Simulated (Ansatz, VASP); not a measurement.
Two plane-wave programs on ZnCu

The input INCAR:

```
PREC     = Accurate       # precision mode
ENCUT    = 520            # plane-wave cutoff, eV
EDIFF    = 1E-6           # SCF threshold, eV
ISMEAR   = 0              # smearing method
SIGMA    = 0.1            # smearing width, eV
LREAL    = F              # projectors in reciprocal space
LASPH    = T              # aspherical terms in the spheres
NELM     = 60             # most SCF steps
ALGO     = Normal         # electronic algorithm
ISIF     = 2              # what is computed and relaxed
LWAVE    = F              # write WAVECAR
LCHARG   = F              # write CHGCAR
GGA      = PS             # functional
NBANDS   = 18             # bands
```

File KPOINTS:

```
Automatic mesh
0
Gamma
  14 14 14
```

File POSCAR:

```
ZnCu
1.0
    2.8602429000      0.0000000000      0.0000000000
    0.0000000000      2.8602429000      0.0000000000
    0.0000000000      0.0000000000      2.8602429000
Zn Cu
1 1
Direct
    0.5000000000      0.5000000000      0.5000000000
    0.0000000000      0.0000000000      0.0000000000
```

Input for Ansatz:

```yaml
crystal:
  lattice:
    - [2.8602429, 0.0, 0.0]
    - [0.0, 2.8602429, 0.0]
    - [0.0, 0.0, 2.8602429]
  atoms:
    - { symbol: Zn, position: [0.5, 0.5, 0.5] }
    - { symbol: Cu, position: [0.0, 0.0, 0.0] }
basis:
  ecutwfc: 420
kpoints:
  mp_grid: { grid: [14, 14, 14] }
hamiltonian:
  xc: pbesol
scf:
  occupations: { method: gaussian, width: 0.1 }
output:
  forces: true
  stress: true
  eigenvalues: true
```

Alike in both runs: task single point; functional PBEsol; k mesh 14 × 14 × 14; occupations gaussian, width 0.1 eV; no spin polarisation.

```csv
,VASP,Ansatz
version,VASP 6.6.1,Ansatz 0.2.0
potentials or method,"VASP PAW PBE potentials, release 64 (Zn, Cu)","scalar-relativistic, plane waves, PAW"
plane-wave cutoff (eV),520,420
valence electrons in the cell,23,31
```

```tsv
	VASP	Ansatz	Ansatz less VASP
gap on the k mesh at the Fermi level (eV)	none	none	-
pressure (GPa)	8.5	7.7	-0.81
```

A gap of «none» marks a metal or a gap that the smearing closes. The two sets of potentials don't hold the same shells in valence.

Caveats: the PAW data sets were made with another functional, which shifts forces and pressure a little (VASP).
